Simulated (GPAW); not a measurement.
# GaP (F-43m) in GPAW: notebook, part 2 of 2

GPAW 26.7.0. The steps go on from the part before.

### 4 Single point, PBE

run.py

```python
from ase import Atoms
from ase.dft.bandgap import bandgap
from ase.io import write
from ase.units import GPa
from gpaw import GPAW, PW

atoms = Atoms(['Ga', 'P'],
              cell=[[0.0, 2.72525, 2.72525],
                    [2.72525, 0.0, 2.72525],
                    [2.72525, 2.72525, 0.0]],
              scaled_positions=[[0.0, 0.0, 0.0],
                                [0.75, 0.75, 0.75]],
              pbc=True)

calc = GPAW(mode=PW(600),
            xc='PBE',
            kpts={'size': (8, 8, 8), 'gamma': True},
            occupations={'name': 'methfessel-paxton', 'order': 0, 'width': 0.02},
            nbands=11,
            convergence={'density': 1e-05, 'energy': 1e-05},
            maxiter=150,
            txt='gpaw.txt')
atoms.calc = calc
energy = atoms.get_potential_energy()
forces = atoms.get_forces()
stress = atoms.get_stress()
calc.write('gs.gpw')
write('result.traj', atoms)
print(f'Energy: {energy:.6f} eV')
print('Forces (eV/A):')
print(forces.round(4))
print('Stress (GPa):', (stress / GPa).round(3))
print('Fermi level:', round(calc.get_fermi_level(), 4), 'eV')
print(f'Gap: {bandgap(calc)[0]:.4f} eV, direct: {bandgap(calc, direct=True)[0]:.4f} eV')
```

Potentials or basis: GPAW PAW data sets (gpaw-data 1.2.1), pw.

Run with:

```console
> OMP_NUM_THREADS=1 python run.py
```

gpaw.txt:

```text
__  _  _
 | _ |_)|_||  |
 |__||  | ||/\| - 26.7.0

Input parameters:
  mode=PW(ecut=600.0),
  convergence={'density': 1e-05, 'energy': 1e-05},
  kpts=MonkhorstPack(size=(8, 8, 8), gamma=True),
  maxiter=150,
  nbands=11,
  occupations=Occupations(name='methfessel-paxton', order=0, width=0.02),
  xc=XC(name='PBE')

Diagonalizing LCAO Hamiltonian
Converting LCAO to pw mode

                    P

       Ga

Atoms  # Å, Bohr magnetons
|   | symbol |        x |        y |        z |    initial magnetic moments |
|---|--------|----------|----------|----------|-----------------------------|
| 0 |     Ga | 0.000000 | 0.000000 | 0.000000 | ( 0.0000,  0.0000,  0.0000) |
| 1 |      P | 4.087875 | 4.087875 | 4.087875 | ( 0.0000,  0.0000,  0.0000) |

Unit cell  # Å
| periodic |        x |        y |        z |  lengths |    angles |
|----------|----------|----------|----------|----------|-----------|
|      yes | 0.000000 | 2.725250 | 2.725250 | 3.854086 | 60.000000 |
|      yes | 2.725250 | 0.000000 | 2.725250 | 3.854086 | 60.000000 |
|      yes | 2.725250 | 2.725250 | 0.000000 | 3.854086 | 60.000000 |

Number of symmetries: 24
Symmetry operations  # r_c * U_cc + t_c -> r_c
|    | kind |            matrix            |
|----|------|------------------------------|
|  0 |  E   |  1, 0, 0,  0, 1, 0,  0, 0, 1 |
|  1 |  σ   |  1, 0, 0,  0, 0, 1,  0, 1, 0 |
|  2 |  σ   |  1, 0,-1,  0, 1,-1,  0, 0,-1 |
|  3 |  C3  |  1, 0,-1,  0, 0,-1,  0, 1,-1 |
|  4 |  C3  |  1,-1, 0,  0,-1, 1,  0,-1, 0 |
|  5 |  σ   |  1,-1, 0,  0,-1, 0,  0,-1, 1 |
|  6 |  σ   |  0, 1, 0,  1, 0, 0,  0, 0, 1 |
|  7 |  C3  |  0, 1, 0,  0, 0, 1,  1, 0, 0 |
|  8 |  C2  |  0, 1,-1,  1, 0,-1,  0, 0,-1 |
|  9 |  S4  |  0, 1,-1,  0, 0,-1,  1, 0,-1 |
| 10 |  C3  |  0, 0, 1,  1, 0, 0,  0, 1, 0 |
| 11 |  σ   |  0, 0, 1,  0, 1, 0,  1, 0, 0 |
| 12 |  S4  |  0, 0,-1,  1, 0,-1,  0, 1,-1 |
| 13 |  C3  |  0, 0,-1,  0, 1,-1,  1, 0,-1 |
| 14 |  S4  |  0,-1, 1,  1,-1, 0,  0,-1, 0 |
| 15 |  C2  |  0,-1, 1,  0,-1, 0,  1,-1, 0 |
| 16 |  C3  |  0,-1, 0,  1,-1, 0,  0,-1, 1 |
| 17 |  S4  |  0,-1, 0,  0,-1, 1,  1,-1, 0 |
| 18 |  S4  | -1, 1, 0, -1, 0, 1, -1, 0, 0 |
| 19 |  C3  | -1, 1, 0, -1, 0, 0, -1, 0, 1 |
| 20 |  C3  | -1, 0, 1, -1, 1, 0, -1, 0, 0 |
| 21 |  S4  | -1, 0, 1, -1, 0, 0, -1, 1, 0 |
| 22 |  σ   | -1, 0, 0, -1, 1, 0, -1, 0, 1 |
| 23 |  C2  | -1, 0, 0, -1, 0, 1, -1, 1, 0 |

BZ-sampling:
  Number of BZ points: 512
  Number of IBZ points: 29

  Monkhorst-Pack size: [8, 8, 8]
  Monkhorst-Pack shift: [0.0625, 0.0625, 0.0625]

K-points  # in reciprocal-cell coordinates
|     |                                coordinates |     weight |
|-----|--------------------------------------------|------------|
|   0 | (  0.00000000,   0.00000000,   0.00000000) | 0.00195312 |
|   1 | (  0.12500000,   0.12500000,   0.00000000) | 0.01171875 |
|   2 | (  0.12500000,   0.12500000,   0.12500000) | 0.01562500 |
|   3 | (  0.25000000,   0.12500000,   0.12500000) | 0.02343750 |
|   4 | (  0.25000000,   0.25000000,   0.00000000) | 0.01171875 |
|   5 | (  0.25000000,   0.25000000,   0.12500000) | 0.04687500 |
|   6 | (  0.25000000,   0.25000000,   0.25000000) | 0.01562500 |
|   7 | (  0.37500000,   0.25000000,  -0.37500000) | 0.04687500 |
|   8 | (  0.37500000,   0.25000000,   0.12500000) | 0.04687500 |
|   9 | (  0.37500000,   0.25000000,   0.25000000) | 0.04687500 |
| ... |                                            |            |
|  28 | (  0.50000000,   0.50000000,   0.50000000) | 0.00781250 |

Plane wave coefficients: 1365
Cutoff: 600.0 eV

Spin-components: 1 (collinear spins)
Bands:           11
Projectors:      10
Spin-degeneracy: 2
Datatype:        complex128

Parallelization:
  kpt:    1
  domain: 1
  band:   1

Density:
  Valence electrons: 8.0
  Components: 1
  Grid points: [24 24 24]
  Charge: 0.0  # |e|

Potential:
  Grid points: [24 24 24]

species:
  Ga:
    name:    Gallium
    Z:       31.0
    valence: 3
    core:    28
    charge:  0.0  # [|e|]
    compensation charges:
      type: gauss
      rc: 0.37  # [Å]
      lmax: 2
    cutoffs:
      filter: 2.06  # [Å]
      core: 4.17  # [Å]
    projectors
    | kind |    occ | energy [eV] | rcut [Å] |
    |------|--------|-------------|----------|
    |   4s |  2.000 |      -8.945 |    1.164 |
    |   4p |  1.000 |      -2.580 |    1.164 |
    |    s |        |      18.266 |    1.164 |
    |    p |        |      24.631 |    1.164 |
    |    d |        |       0.000 |    1.164 |

    Using partial waves for Ga as LCAO basis

  P:
    name:    Phosphorus
    Z:       15.0
    valence: 5
    core:    10
    charge:  0.0  # [|e|]
    compensation charges:
      type: gauss
      rc: 0.30  # [Å]
      lmax: 2
    cutoffs:
      filter: 1.69  # [Å]
      core: 1.81  # [Å]
    projectors
    | kind |    occ | energy [eV] | rcut [Å] |
    |------|--------|-------------|----------|
    |   3s |  2.000 |     -13.968 |    0.953 |
    |   3p |  3.000 |      -5.506 |    0.953 |
    |    s |        |      13.244 |    0.953 |
    |    p |        |      21.705 |    0.953 |
    |    d |        |       0.000 |    0.953 |

    Using partial waves for P as LCAO basis

Reference energy: -62187.585188  # eV

eigensolver:
  PPCG
  Converge bands: occupied
  niter=2

density mixing:
  MSR1-Mixer
  Pratt-step length: 0.05
  Maximum mixing coefficient: 0.75
  Old densities: 10
  SVD Regularization: 0.005
  Good broyden scale: 1.0
  Trust region scale: 1.0
  Backstep threshold: 4.0
  History deletion threshold: 6.0
  Fourier metric: weight=20.0, sigma=0.015

occupation numbers:
  Methfessel-Paxton:
    width: 0.0200  # eV
    order: 0

poisson solver:
  ecut: 4800.0  # eV

xc functional:
  name: PBE with 2 nearest neighbor stencil

convergence criteria:
- Maximum integral of absolute [dens]ity change: 1e-05 electrons / valence electron
- Maximum [total energy] change in last 3 cyles: 1e-05 eV / valence electron
- Maximum integral of absolute [eigenst]ate change: 4e-08 eV^2 / valence electron
maximum number of iterations: 150

SCF iterations
|iter     | |      energy | eigst |  dens |
|---------|-|-------------|-------|-------|
|iter:   1| |   -9.218766 | -0.28 |       |
|iter:   2| |   -9.184672 | -2.34 | -0.84 |
|iter:   3| |   -9.036027 | -1.89 | -0.87 |
|iter:   4| |   -9.037229 | -3.46 | -1.52 |
|iter:   5| |   -9.037524 | -4.34 | -2.05 |
|iter:   6| |   -9.037562 | -5.62 | -2.79 |
|iter:   7| |   -9.037562c| -7.21 | -3.80 |
|iter:   8| |   -9.037562c| -7.58c| -4.36 |
|iter:   9| |   -9.037562c| -8.64c| -5.35c|

Converged in 9 steps
Energy contributions relative to reference atoms: (reference = -62187.585188)

Energy contributions:
  Kinetic:          24.590039
  Coulomb:         -21.584473
  Zero:              0.014661
  External:          0.000000
  Xc:              -12.057789
  Entropy:          -0.000000
  Spinorbit:         0.000000
  ----------------------------
  Free energy:      -9.037562
  Extrapolated:     -9.037562

dipole moment: (-10.829216, -10.829216, -10.829216)  # |e|*Ang

Fermi level: 5.492
Eigenvalues  # (at kpt = [0.000, 0.000, 0.000])
| band index |      eig [eV] | occ [0-2] |
|------------|---------------|-----------|
|          0 |        -7.509 |     2.000 |
|          1 |         4.954 |     2.000 |
|          2 |         4.954 |     2.000 |
|          3 |         4.954 |     2.000 |
|          4 |         6.848 |     0.000 |
|          5 |         8.885 |     0.000 |
|          6 |         8.885 |     0.000 |
|          7 |         8.885 |     0.000 |
|          8 |        13.831 |     0.000 |
|          9 |        14.653 |     0.000 |
|         10 |        14.653 |     0.000 |

Gap: 1.668 eV
Transition (v -> c):
  (s=0, k=0, n=3, [0.00, 0.00, 0.00]) -> (s=0, k=24, n=4, [0.50, 0.50, 0.00])
Direct/indirect transitions are different
Direct gap: 1.895 eV
Transition at: (s=0, k=0, n=3, [0.00, 0.00, 0.00])

Forces  # eV/Ang
|        x |        y |        z |
|----------|----------|----------|
| -0.00000 | -0.00000 | -0.00000 |  # Ga   0
| -0.00000 | -0.00000 |  0.00000 |  # P    1

Stress tensor  # eV/Ang^3
|         x |         y |         z |
|-----------|-----------|-----------|
| -0.028378 |  0.000000 | -0.000000 |
|  0.000000 | -0.028378 |  0.000000 |
| -0.000000 |  0.000000 | -0.028378 |

# Writing to gs.gpw (mode='')
```

Wall time 9.8 s (1 thread of Arm Neoverse V1, shared host); peak memory 0.15 GiB.

Results:

```yaml
Free_energy: -9.0376 eV
Pressure: 4.5 GPa
Band_gap_on_the_k_mesh: 1.67 eV, indirect (least direct gap 1.89 eV)
```

### 5 The runs side by side

| k mesh | smearing | maxiter | other keys | gap on the mesh (eV) | pressure (GPa) |
| --- | --- | --- | --- | --- | --- |
| 6 × 6 × 6 | fermi-dirac 0.05 eV | 80 | several, not listed | 1.66 | 4.6 |
| 8 × 8 × 8 | gaussian 0.019 eV | 150 | - | 1.67 | 4.5 |
| 8 × 8 × 8 | gaussian 0.02 eV | 150 | - | 1.67 | 4.5 |

Alike in all rows: task single point; level PBE; potentials or basis GPAW PAW data sets (gpaw-data 1.2.1), pw; no spin polarisation; cell as given; cutoff (eV) 600.

Absolute energies hang on the potentials; compare differences alone.

### 6 How close it comes

Step 3. A measured gap of GaP is 2.34 eV (indirect; 10 K; quoted in “Stacking defects in GaP nanowires: Electronic structure and optical properties”, 2018, arxiv:1810.01194); the calculated 1.67 eV misses it by -0.67 eV. Spin-orbit coupling on Ga is left out. The value is that of PBE on a finite k mesh, which can miss the band edges, without temperature or zero-point motion. Semilocal functionals fall short of measured gaps as a rule.

Step 4. A measured gap of GaP is 2.34 eV (indirect; 10 K; quoted in “Stacking defects in GaP nanowires: Electronic structure and optical properties”, 2018, arxiv:1810.01194); the calculated 1.67 eV misses it by -0.67 eV. Spin-orbit coupling on Ga is left out. The value is that of PBE on a finite k mesh, which can miss the band edges, without temperature or zero-point motion. Semilocal functionals fall short of measured gaps as a rule.
